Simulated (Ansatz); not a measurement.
LaAlO3:
```
LaAlO3
1.0
    2.67665     1.54536     4.34951
   -2.67665     1.54536     4.34951
    0.00000    -3.09073     4.34951
La Al O
2 2 6
Direct
  0.25000   0.25000   0.25000
  0.75000   0.75000   0.75000
  0.00000   0.00000   0.00000
  0.50000   0.50000   0.50000
  0.78590   0.71410   0.25000
  0.25000   0.78590   0.71410
  0.71410   0.25000   0.78590
  0.21410   0.28590   0.75000
  0.75000   0.21410   0.28590
  0.28590   0.75000   0.21410
```

Tensor components refer to the Cartesian frame of this cell.

Problem. Give the high-frequency dielectric tensor and the Born effective charge tensors of the independent atoms from DFPT, DFT-PBEsol in the program Ansatz with PAW potentials.

Solution. 
ε∞:
```
4.81  0.00  0.00
0.00  4.81  0.00
0.00  0.00  4.73
```
Z* of atom 1 (La), rows: field, columns: displacement, in e:
```
4.48  0.00  0.00
0.00  4.48  0.00
0.00  0.00  4.31
```
Z* of atom 3 (Al), rows: field, columns: displacement, in e:
```
 2.96  -0.19   0.00
 0.19   2.96   0.00
 0.00   0.00   2.91
```
Z* of atom 5 (O), rows: field, columns: displacement, in e:
```
-2.52   0.00   0.00
 0.00  -2.44  -0.01
 0.00   0.00  -2.40
```

Space group R-3c. The cell was relaxed with PBEsol under the symmetry of its start. Scalar-relativistic: spin–orbit coupling is off unless named, which matters more the heavier the elements.

Potentials: the later of the program's two PAW sets.
